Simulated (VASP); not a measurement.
Write the native input for VASP 6.6.1 that does the following.

* Task: density of states
* Functional: LDA
* Potentials or basis: VASP PAW LDA potentials, release 64 (W_sv, Se)
* Cutoff: 520 eV
* k mesh: 7 × 7 × 1
* Occupations: fermi-dirac, width 0.05 eV
* Spin: no spin polarisation
* Hubbard terms: W d U = 5 eV
* Dipole correction: yes
* k mesh for the DOS: 11 × 11 × 1
* Occupations for the DOS: tetrahedron
* Further INCAR settings: ALGO = Fast; EDIFF = 1e-07

WSe, a slab with vacuum:

```
W Se
1.0
     3.31794    0.00000    0.00000
    -1.65897    2.87342    0.00000
     0.00000    0.00000   31.65814
W Se
2 2
Cartesian
  0.0000 0.0000 7.5000
  0.0000 0.0000 24.1581
  0.0000 1.9156 9.1623
  0.0000 1.9156 22.4959
```

One way to write it, as run:

POSCAR

```
WSe
1.0
    3.3179375931      0.0000000000      0.0000000000
   -1.6589687965      2.8734182438      0.0000000000
    0.0000000000      0.0000000000     31.6581424200
W Se
2 2
Direct
    0.0000000000      0.0000000000      0.2369058772
    0.0000000000      0.0000000000      0.7630941228
    0.3333333300      0.6666666600      0.2894123711
    0.3333333300      0.6666666600      0.7105876289
```

INCAR.step1

```
SYSTEM = WSe
PREC = Accurate ; ENCUT = 520
EDIFF = 1E-7 ; ISMEAR = -1
SIGMA = 0.05 ; LREAL = .FALSE.
LASPH = .TRUE. ; NELM = 60
ALGO = Fast ; ISIF = 2
LWAVE = .FALSE. ; LCHARG = .TRUE.
LMAXMIX = 4 ; LDAU = .TRUE.
LDAUTYPE = 2 ; LDAUL = 2 -1
LDAUU = 5 0 ; LDAUJ = 0 0
LDAUPRINT = 1 ; LDIPOL = .TRUE.
IDIPOL = 3 ; DIPOL = 0.5 0.5 0.500
GGA = CA
```

KPOINTS.step1

```
regular mesh
0
G
  7 7 1
  0 0 0
```

INCAR.step2

```
SYSTEM = WSe
PREC = Accurate ; ENCUT = 520
EDIFF = 1E-7 ; ISMEAR = -5
SIGMA = 0.05 ; LREAL = .FALSE.
LASPH = .TRUE. ; NELM = 60
ALGO = Fast ; ISIF = 2
LWAVE = .FALSE. ; LCHARG = .FALSE.
LMAXMIX = 4 ; LDAU = .TRUE.
LDAUTYPE = 2 ; LDAUL = 2 -1
LDAUU = 5 0 ; LDAUJ = 0 0
LDAUPRINT = 1 ; LDIPOL = .TRUE.
IDIPOL = 3 ; DIPOL = 0.5 0.5 0.500
GGA = CA ; LORBIT = 11
NEDOS = 1001 ; ICHARG = 11
```

KPOINTS.step2

```
regular mesh
0
G
  11 11 1
  0 0 0
```

Potentials or basis: VASP PAW LDA potentials, release 64 (W_sv, Se).

Launch:

```bash
$ cat potpaw_LDA.64/W_sv/POTCAR potpaw_LDA.64/Se/POTCAR > POTCAR
$ cp INCAR.step1 INCAR
$ cp KPOINTS.step1 KPOINTS
$ mpirun -np 1 vasp_std > vasp.out
$ cp INCAR.step2 INCAR
$ cp KPOINTS.step2 KPOINTS
$ mpirun -np 1 vasp_std > vasp.out
```

It gave:

The valence electrons inside the program's atomic spheres are W 11.60; Se 3.87.

Run time: 2.9 min on 1 thread of Intel(R) Xeon(R) Platinum 8559C (Emerald Rapids) (shared host), peak memory 0.35 GiB.
